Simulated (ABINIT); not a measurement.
# ZrS2 (P-3m1) in ABINIT: notebook

Runs on ZrS2. Level: PBE. Tasks: single point.

Program: ABINIT 10.8.3 (patched build). These are calculated values, not measurements. Logs are shortened: lines on timing, memory, paths and dates and some standing lists are left out, and cuts for length are marked. The log counts tension as positive stress, the text compression.

**What was measured.**

From “Stress-Tuned Optical Transitions in Layered 1T-MX2 (M= Hf, Zr, Sn; X= S, Se) Crystals”, 2022, arxiv:2210.12074, for a bulk crystal of ZrS2: band gap 1.68 eV (indirect).

The runs below are set against these values where they give the same quantity.

### 1 The structure

It takes space group P-3m1 (No. 164, trigonal). Conventional cell: a = 3.691 Å, b = 3.691 Å, c = 6.041 Å, α = 90.00°, β = 90.00°, γ = 120.00°. Zr (site symmetry -3m) is surrounded by 6 S at 2.57 Å. Around S (site symmetry 3m) lie 3 Zr at 2.57 Å.

The cell is a database's computed one.

### 2 Single point, PBE

run.abi reads:

```
# Pseudopotentials
pp_dirpath "./"
pseudos "Zr.GGA_PBE-JTH.xml, S.GGA_PBE-JTH.xml"

# Structure
acell 3.6913825498 3.6913825498 6.04107701 Angstrom
rprim
     1.0000000000     0.0000000000     0.0000000000
    -0.5000000000     0.8660254038     0.0000000000
     0.0000000000     0.0000000000     1.0000000000
ntypat 2
znucl 40 16
natom 3
typat 1 2 2
xred
     0.0000000000     0.0000000000     0.0000000000
     0.3333333333     0.6666666667     0.2379099700
     0.6666666667     0.3333333333     0.7620900300

# Plane-wave basis
ecut 20.0
pawecutdg 40.0

# k points
kptopt 1
ngkpt 10 10 6
nshiftk 1
shiftk 0.0 0.0 0.0

# Exchange and correlation
ixc 11

# Bands and occupations
nband 16
occopt 3
tsmear 0.05 eV

# SCF cycle
nstep 100
tolvrs 1.0e-9

# Output
iomode 3
prtwf 0
prtden 0
prteig 0
prtebands 0
enunit 2
```

Potentials or basis: JTH PAW PBE v2.0.

Launch:

```sh
> abinit run.abi > log 2>&1
```

run.abo:

```text
.Version 10.8.3 of ABINIT
 Symmetries : space group P-3 m 1 (#164); Bravais hP (primitive hexag.)
================================================================================
 Values of the parameters that define the memory need of the present run
     intxc =       0    ionmov =       0      iscf =      17    lmnmax =      18
     lnmax =       6     mgfft =      48  mpssoang =       3    mqgrid =    3251
     natom =       3  nloc_mem =       2    nspden =       1   nspinor =       1
    nsppol =       1      nsym =      12    n1xccc =       1    ntypat =       2
    occopt =       3   xclevel =       2
       mpw =        2069          nfft =       43200          nkpt =          72
 PAW method is used; the additional fine FFT grid is defined by:
   mgfftf=        72    nfftf =    115200
================================================================================
================================================================================

--------------------------------------------------------------------------------
------------- Echo of variables that govern the present computation ------------
--------------------------------------------------------------------------------
 -outvars: echo values of preprocessed input variables --------
            acell      6.9757020451E+00  6.9757020451E+00  1.1415981054E+01 Bohr
              amu      9.12240000E+01  3.20660000E+01
             ecut      2.00000000E+01 Hartree
           enunit           2
                       outvar_i_n : Printing only first  50 k-points.
              ixc          11
                       outvar_i_n : Printing only first  50 k-points.
         kptrlatt       10    0    0      0   10    0      0    0    6
          kptrlen      6.84958863E+01
            natom           3
            nband          16
            ngfft          30      30      48
          ngfftdg          40      40      72
             nkpt          72
            nstep         100
             nsym          12
           ntypat           2
                       prtocc : prtvol=0, do not print more k-points.
           occopt           3
        pawecutdg      4.00000000E+01 Hartree
         pawxcdev           0
           prtden           0
        prtebands           0
           prteig           0
            prtwf           0
            rprim      1.0000000000E+00  0.0000000000E+00  0.0000000000E+00
                      -5.0000000000E-01  8.6602540380E-01  0.0000000000E+00
                       0.0000000000E+00  0.0000000000E+00  1.0000000000E+00
          spgroup         164
           tolvrs      1.00000000E-09
           tsmear      1.83746611E-03 Hartree
            typat      1  2  2
           useylm           1
                       outvars : Printing only first  50 k-points.
           xangst      0.0000000000E+00  0.0000000000E+00  0.0000000000E+00
                       2.8185639222E-17  2.1312207088E+00  1.4372324502E+00
[... 158 lines left out ...]
    2      0.00000000000000    -0.00000000000000     0.03315701215259
    3     -0.00000000000000     0.00000000000000    -0.03315701215259
 frms,max,avg= 1.5630365E-02 3.3157012E-02   0.000E+00  0.000E+00  0.000E+00 e/A
 length scales=  6.975702045077  6.975702045077 11.415981054418 bohr
              =  3.691382549800  3.691382549800  6.041077010000 angstroms
 Fermi (or HOMO) energy (hartree) =   0.21024   Average Vxc (hartree)=  -0.34760
 Eigenvalues (hartree) for nkpt=  72  k points:
 kpt#   1, nband= 16, wtk=  0.00167, kpt=  0.0000  0.0000  0.0000 (reduced coord)
  -1.60960   -0.80306   -0.79766   -0.79766   -0.27098   -0.21970    0.03686    0.08949
   0.08949    0.18780    0.18780    0.18936    0.24968    0.24968    0.28049    0.37471
      occupation numbers for kpt#   1
   2.00000    2.00000    2.00000    2.00000    2.00000    2.00000    2.00000    2.00000
   2.00000    1.99999    1.99999    1.99998    0.00000    0.00000    0.00000    0.00000
 prteigrs : prtvol=0 or 1, do not print more k-points.

 Fermi (or HOMO) energy (eV) =   5.72093   Average Vxc (eV)=  -9.45874
 Eigenvalues (   eV  ) for nkpt=  72  k points:
 kpt#   1, nband= 16, wtk=  0.00167, kpt=  0.0000  0.0000  0.0000 (reduced coord)
 -43.79932  -21.85233  -21.70530  -21.70530   -7.37371   -5.97846    1.00311    2.43525
   2.43525    5.11040    5.11040    5.15272    6.79409    6.79409    7.63246   10.19645
 prteigrs : prtvol=0 or 1, do not print more k-points.

--- !EnergyTerms
iteration_state     : {dtset: 1, }
comment             : Components of total free energy in Hartree
kinetic             :  2.09640034994640E+01
hartree             :  1.84085217233264E+01
xc                  : -1.41636891009394E+01
Ewald energy        : -4.66085508302588E+01
psp_core            :  1.10097014887464E+00
local_psp           : -6.31297790550265E+01
PAW spherical_terms :  1.50988985101556E+01
internal            : -6.83296251044040E+01
'-kT*entropy'       : -4.69373824859730E-08
total_energy        : -6.83296251513414E+01
total_energy_eV     : -1.85934382203625E+03
...

--- !EnergyTermsDC
iteration_state     : {dtset: 1, }
comment             : '"Double-counting" decomposition of free energy'
band_energy         : -7.66877276996189E+00
Ewald energy        : -4.66085508302588E+01
psp_core            :  1.10097014887464E+00
xc_dc               : -1.73113970890707E+01
PAW spherical_terms :  2.15813158804842E+00
internal            : -6.83296189523683E+01
'-kT*entropy'       : -4.69373824859730E-08
total_energy_dc     : -6.83296189993057E+01
total_energy_dc_eV  : -1.85934365463083E+03
...

--- !EnergyTermsWithPAWCore
iteration_state     : {dtset: 1, }
comment             : 'Components of total free energy, including PAW core contributions'
Total energy        : -4.39736354758608E+03
Total energy DC     : -4.39736354143405E+03
Total energy (eV)   : -1.19658357957362E+05
Total energy DC (eV): -1.19658357789957E+05
...

 Cartesian components of stress tensor (hartree/bohr^3)
  sigma(1 1)=  7.15980264E-07  sigma(3 2)=  0.00000000E+00
  sigma(2 2)=  7.15980182E-07  sigma(3 1)=  0.00000000E+00
  sigma(3 3)= -3.53142552E-05  sigma(2 1)=  0.00000000E+00

-Cartesian components of stress tensor (GPa)         [Pressure=  3.3228E-01 GPa]
- sigma(1 1)=  2.10648666E-02  sigma(3 2)=  0.00000000E+00
- sigma(2 2)=  2.10648642E-02  sigma(3 1)=  0.00000000E+00
- sigma(3 3)= -1.03898126E+00  sigma(2 1)=  0.00000000E+00

== END DATASET(S) ==============================================================
================================================================================

 -outvars: echo values of variables after computation  --------
            acell      6.9757020451E+00  6.9757020451E+00  1.1415981054E+01 Bohr
           etotal     -6.8329618999E+01
            fcart     -5.1467129870E-29 -2.9714561284E-29 -7.2280144832E-20
                       1.0293425974E-28 -2.9714561284E-28  6.4480122557E-04
                      -5.1467129870E-29  3.2686017413E-28 -6.4480122557E-04
            rprim      1.0000000000E+00  0.0000000000E+00  0.0000000000E+00
                      -5.0000000000E-01  8.6602540380E-01  0.0000000000E+00
                       0.0000000000E+00  0.0000000000E+00  1.0000000000E+00
           strten      7.1598026386E-07  7.1598018159E-07 -3.5314255202E-05
                       0.0000000000E+00  0.0000000000E+00  0.0000000000E+00
           xangst      0.0000000000E+00  0.0000000000E+00  0.0000000000E+00
                       2.8185639222E-17  2.1312207088E+00  1.4372324502E+00
                       1.8456912749E+00  1.0656103544E+00  4.6038445598E+00
             xred      0.0000000000E+00  0.0000000000E+00  0.0000000000E+00
                       3.3333333333E-01  6.6666666667E-01  2.3790997000E-01
                       6.6666666667E-01  3.3333333333E-01  7.6209003000E-01
 Calculation completed.
```

Run time: 64 s. Hardware: 1 thread of Arm Neoverse V2, shared host; peak memory 0.18 GiB.

What came out:

```
Free energy                                           : -1859.3437 eV
Pressure                                              : 0.3 GPa
Largest force                                         : 0.033 eV/Å
Band gap on the k mesh                                : 1.03 eV, indirect (least direct gap 1.64 eV)
Valence electrons inside the program's atomic spheres : Zr 8.91; S 3.60
```

Forces on the atoms (eV/Å):
```
Zr   0.000  0.000  0.000
S    0.000  0.000  0.033
S    0.000  0.000 -0.033
```

Stress tensor (GPa, compression positive):
```
-0.02  0.00  0.00
 0.00 -0.02  0.00
 0.00  0.00  1.04
```

Levels at points of the mesh, in eV from the valence-band top:
| k point | band 8 | band 9 | band 10 | band 11 | band 12 | band 13 | band 14 | band 15 | band 16 |
| --- | --- | --- | --- | --- | --- | --- | --- | --- | --- |
| (0.00, 0.00, 0.00) | -2.76 | -2.76 | -0.09 | -0.09 | -0.05 | 1.59 | 1.59 | 2.43 | 5.00 |
| (0.50, 0.00, 0.00) | -2.56 | -2.44 | -2.34 | -1.65 | -1.16 | 1.20 | 3.25 | 3.51 | 5.70 |
| (0.00, 0.00, 0.50) | -2.74 | -2.74 | -1.57 | -0.19 | -0.19 | 1.57 | 1.57 | 2.75 | 5.28 |
| (0.50, 0.00, 0.50) | -3.05 | -2.55 | -2.20 | -0.97 | -0.79 | 1.03 | 3.24 | 3.51 | 5.29 |

Caveat: this functional lacks dispersion, which binds the layers, so the pressure and a relaxed spacing across them are unreliable.

### 3 Single point, PBE

Edit run.abi of step 2 so:

```diff
@@ -5,3 +5,3 @@
 # Structure
-acell 3.6913825498 3.6913825498 6.04107701 Angstrom
+acell 6.9757020403 6.9757020403 11.4159810467
 rprim
@@ -25,3 +25,3 @@
 kptopt 1
-ngkpt 10 10 6
+ngkpt 3 3 2
 nshiftk 1
@@ -47,2 +47 @@
 prtebands 0
-enunit 2
```

Potentials or basis: JTH PAW PBE v2.0.

Launch:

```sh
> abinit run.abi > log 2>&1
```

It took 8.9 s on 1 thread of Arm Neoverse V2, shared host; peak memory 0.11 GiB.

The run converged. Its results:

| Property | Result |
| --- | --- |
| Free energy | -1859.1803 eV |
| Pressure | 0.9 GPa |
| Largest force | 0.079 eV/Å |
| Band gap on the k mesh | 1.23 eV, indirect (least direct gap 1.58 eV) |
| Valence electrons inside the program's atomic spheres | Zr 8.90; S 3.60 |

Forces on the atoms (eV/Å):
```
Zr   0.000  0.000  0.000
S    0.000  0.000 -0.079
S    0.000  0.000  0.079
```

Stress tensor (GPa, compression positive):
```
1.19 0.00 0.00
0.00 1.19 0.00
0.00 0.00 0.44
```

Levels at points of the mesh, in eV from the valence-band top:
```
           k point  band 9  band 10  band 11  band 12  band 13  band 14  band 15  band 16
(0.00, 0.00, 0.00)   -2.74    -0.03    -0.03     0.00     1.58     1.58     2.41     5.01
(0.00, 0.00, 0.50)   -2.71    -1.53    -0.13    -0.13     1.55     1.55     2.73     5.29
```

Caveat: the k mesh is coarse (spacing up to 0.66 Å⁻¹), so the values aren't converged; an odd mesh through Γ misses points on the zone boundary, where band edges often lie; this functional lacks dispersion, which binds the layers, so the pressure and a relaxed spacing across them are unreliable.

### 4 How close it comes

Step 2. Measured gap of ZrS2: 1.68 eV (indirect; quoted in “Stress-Tuned Optical Transitions in Layered 1T-MX2 (M= Hf, Zr, Sn; X= S, Se) Crystals”, 2022, arxiv:2210.12074). This calculation gives 1.03 eV (-0.65 eV). Spin-orbit coupling on Zr is left out. The value is that of PBE on a finite k mesh, which can miss the band edges, without temperature or zero-point motion. Semilocal functionals fall short of measured gaps as a rule. The cell is a database's relaxed one, not the measured one, which moves gaps too.
